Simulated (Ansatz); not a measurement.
# MnSb: what changed settings do

The reference input for Ansatz (plane-wave DFT with PAW):

```yaml
crystal:
  lattice:
    - [0.0, 2.795016, 2.795016]
    - [2.795016, 0.0, 2.795016]
    - [2.795016, 2.795016, 0.0]
  atoms:
    - { symbol: Mn, position: [0.0, 0.0, 0.0], spin: 4.0 }
    - { symbol: Sb, position: [0.5, 0.5, 0.5] }
basis:
  ecutwfc: 420
kpoints:
  mp_grid: { grid: [4, 4, 4] }
hamiltonian:
  xc: pbe
scf:
  occupations: { method: gaussian, width: 0.1 }
  lower_state_search: "off"
output:
  forces: true
  stress: true
  eigenvalues: true
  populations: true
magnetization:
  spin_polarized: true
```

Command:

```bash
ansatz run input.yaml --threads 1 --pin off --max-ram 1331MiB --backend cpu --events-out ev --progress --plain --runs-dir out
```

The run converges in 10 SCF iterations on 8 irreducible k-points: pressure -0.17 GPa, no gap, cell moment 3.81 μB.

These settings were drawn at random to show what each does; none of the numbers is a converged property of the crystal. Each trial's input is given as a difference from the reference's; energies are extrapolated to zero smearing where there is one, and pressure is positive in compression. Charged cells sit in a uniform background, and their pressures hang on that convention.

Trial 1 (origin moved):

```diff
 crystal:
   atoms:
-    - { symbol: Mn, position: [0.0, 0.0, 0.0], spin: 4.0 }
-    - { symbol: Sb, position: [0.5, 0.5, 0.5] }
+    - { symbol: Mn, position: [0.699, 0.047, 0.818], spin: 4.18 }
+    - { symbol: Sb, position: [1.199, 0.547, 1.318], spin: -0.12 }
 basis:
-  ecutwfc: 420
+  ecutwfc: 290
 hamiltonian:
+  dispersion: d3bj
 scf:
-  occupations: { method: gaussian, width: 0.1 }
+  occupations: { method: methfessel_paxton, width: 0.014 }
+  mixing: { algorithm: broyden, ndim: 12, preconditioner: kerker_dos }
+  initial_density: { chi_scale: 0, normalization: atom }
+  convergence: { dr2_threshold: "1e-6 eV" }
+  max_iter: 90
```

The run converges in 24 SCF iterations on 8 irreducible k-points: pressure -4.28 GPa, no gap, cell moment 3.81 μB. It warns that the cutoff lies under the recommended one, 420 eV for these potentials; that the SCF threshold is loose for the forces; that the state wasn't tested for a lower one; that the SCF threshold is loose for the stress.

Trial 2:

```diff
 crystal:
   atoms:
-    - { symbol: Mn, position: [0.0, 0.0, 0.0], spin: 4.0 }
-    - { symbol: Sb, position: [0.5, 0.5, 0.5] }
+    - { symbol: Mn, position: [0.0, 0.0, 0.0], spin: 4.18 }
+    - { symbol: Sb, position: [0.5, 0.5, 0.5], spin: -0.12 }
 kpoints:
-  mp_grid: { grid: [4, 4, 4] }
+  mp_grid: { kspacing: 0.34 }
 hamiltonian:
-  xc: pbe
+  xc: pw92
 scf:
-  occupations: { method: gaussian, width: 0.1 }
-  lower_state_search: "off"
+  occupations: { method: tetrahedron }
+  self_checks: high
```

The run converges in 12 SCF iterations on 16 irreducible k-points: pressure -7.29 GPa, no gap, cell moment 3.76 μB. It warns that the printed bands weren't solved further after the SCF; that the state wasn't tested for a lower one; that forces and stress under tetrahedra may miss the energy's slope.

Trial 3:

```diff
 crystal:
   atoms:
-    - { symbol: Mn, position: [0.0, 0.0, 0.0], spin: 4.0 }
-    - { symbol: Sb, position: [0.5, 0.5, 0.5] }
+    - { symbol: Mn, position: [0.0, 0.0, 0.0], spin: 4.18 }
+    - { symbol: Sb, position: [0.5, 0.5, 0.5], spin: -0.12 }
+total_charge: 0.25
 basis:
-  ecutwfc: 420
+  ecutwfc: "11 Ha"
 hamiltonian:
+  dispersion: d4
 scf:
-  occupations: { method: gaussian, width: 0.1 }
+  occupations: { method: fermi_dirac, width: "300 K" }
+  eigensolver: { real_solve: false }
+  max_iter: 80
```

The run converges in 11 SCF iterations on 8 irreducible k-points: pressure -1.47 GPa (with the neutralising background of the charged cell), no gap, cell moment 3.72 μB. It warns that the cutoff lies under the recommended one, 420 eV for these potentials.

Trial 4:

```diff
 crystal:
   atoms:
-    - { symbol: Mn, position: [0.0, 0.0, 0.0], spin: 4.0 }
-    - { symbol: Sb, position: [0.5, 0.5, 0.5] }
+    - { symbol: Mn, position: [0.0, 0.0, 0.0], spin: 4.18 }
+    - { symbol: Sb, position: [0.5, 0.5, 0.5], spin: -0.12 }
 hamiltonian:
+  hubbard: { sites: [{ species: Mn, l: d, u_eff: 6.3 }] }
 scf:
-  occupations: { method: gaussian, width: 0.1 }
+  occupations: { method: tetrahedron }
 output:
-  forces: true
-  stress: true
+  forces: false
+  stress: false
```

The run converges in 12 SCF iterations on 8 irreducible k-points: no gap, cell moment 4.15 μB. It warns that the printed bands weren't solved further after the SCF; that the count of filled bands differs between k-points; that the state wasn't tested for a lower one. Under a U the state reached may not be the lowest.

Trial 5:

```diff
 crystal:
   atoms:
-    - { symbol: Mn, position: [0.0, 0.0, 0.0], spin: 4.0 }
-    - { symbol: Sb, position: [0.5, 0.5, 0.5] }
+    - { symbol: Mn, position: [0.0, 0.0, 0.0], spin: 4.18 }
+    - { symbol: Sb, position: [0.5, 0.5, 0.5], spin: -0.12 }
-basis:
-  ecutwfc: 420
+basis: {}
 kpoints:
-  mp_grid: { grid: [4, 4, 4] }
+  mp_grid: { grid: [2, 2, 2] }
 hamiltonian:
+  dispersion: d3bj
 scf:
+  n_extra_bands: 20
+  max_iter: 20
```

The run converges in 15 SCF iterations on 3 irreducible k-points: pressure -10.78 GPa, no gap, cell moment 3.25 μB.

Trial 6:

```diff
 crystal:
   atoms:
-    - { symbol: Mn, position: [0.0, 0.0, 0.0], spin: 4.0 }
-    - { symbol: Sb, position: [0.5, 0.5, 0.5] }
+    - { symbol: Mn, position: [0.0, 0.0, 0.0], spin: 4.18 }
+    - { symbol: Sb, position: [0.5, 0.5, 0.5], spin: -0.12 }
 basis:
-  ecutwfc: 420
+  ecutwfc: 430
 scf:
+  algorithm: density_mixing
+  max_iter: 63
```

The run converges in 11 SCF iterations on 8 irreducible k-points: energy 0.25 meV per atom below the reference, pressure -0.17 GPa, no gap, cell moment 3.81 μB.

Trial 7 (volume scaled):

```diff
 crystal:
   lattice:
-    - [0.0, 2.795016, 2.795016]
-    - [2.795016, 0.0, 2.795016]
-    - [2.795016, 2.795016, 0.0]
+    - [0.0, 2.5517954022, 2.5517954022]
+    - [2.5517954022, 0.0, 2.5517954022]
+    - [2.5517954022, 2.5517954022, 0.0]
   atoms:
-    - { symbol: Mn, position: [0.0, 0.0, 0.0], spin: 4.0 }
-    - { symbol: Sb, position: [0.5, 0.5, 0.5] }
+    - { symbol: Mn, position: [0.0, 0.0, 0.0], spin: 4.18 }
+    - { symbol: Sb, position: [0.5, 0.5, 0.5], spin: -0.12 }
 hamiltonian:
-  xc: pbe
+  xc: lda
+  hubbard: { sites: [{ species: Mn, l: d, u_eff: 5.2 }] }
```

The run converges in 19 SCF iterations on 8 irreducible k-points: pressure 38.08 GPa, no gap, cell moment 4.00 μB. It warns that the count of filled bands differs between k-points; that the state wasn't tested for a lower one.

Trial 8:

```diff
 crystal:
   atoms:
-    - { symbol: Mn, position: [0.0, 0.0, 0.0], spin: 4.0 }
-    - { symbol: Sb, position: [0.5, 0.5, 0.5] }
+    - { symbol: Mn, position: [0.0, 0.0, 0.0], spin: 4.18 }
+    - { symbol: Sb, position: [0.5, 0.5, 0.5], spin: -0.12 }
 basis:
-  ecutwfc: 420
+  ecutwfc: "43 Ry"
```

The run converges in 11 SCF iterations on 8 irreducible k-points: energy 2.08 meV per atom below the reference, pressure -0.17 GPa, no gap, cell moment 3.81 μB.

Trial 9:

```diff
 crystal:
   atoms:
-    - { symbol: Mn, position: [0.0, 0.0, 0.0], spin: 4.0 }
+    - { symbol: Mn, position: [0.0, 0.0, 0.0], spin: 0.5 }
 basis:
-  ecutwfc: 420
+  ecutwfc: 330
 hamiltonian:
+  hubbard:
+    sites: [{ species: Mn, l: d, u: 4.0, j: 0.53 }]
+    projectors: ortho-atomic
```

The run converges in 14 SCF iterations on 8 irreducible k-points: pressure 7.08 GPa, no gap, cell moment 4.09 μB. It warns that the cutoff lies under the recommended one, 420 eV for these potentials; that the count of filled bands differs between k-points.

Trial 10:

```diff
 crystal:
   atoms:
-    - { symbol: Mn, position: [0.0, 0.0, 0.0], spin: 4.0 }
-    - { symbol: Sb, position: [0.5, 0.5, 0.5] }
+    - { symbol: Mn, position: [0.0, 0.0, 0.0], spin: 4.18 }
+    - { symbol: Sb, position: [0.5, 0.5, 0.5], spin: -0.12 }
 basis:
-  ecutwfc: 420
+  ecutwfc: 370
 kpoints:
+  band_path: { path: [VBM, CBM], npoints: 5 }
 hamiltonian:
+  dispersion: d3bj
 scf:
+  max_iter: 80
+  convergence: { dr2_threshold: "1e-5 eV" }
```

The run converges in 10 SCF iterations on 8 irreducible k-points: pressure -3.92 GPa, no gap, cell moment 3.81 μB. It warns that the cutoff lies under the recommended one, 420 eV for these potentials; that the SCF threshold is loose for the forces; that the SCF threshold is loose for the stress.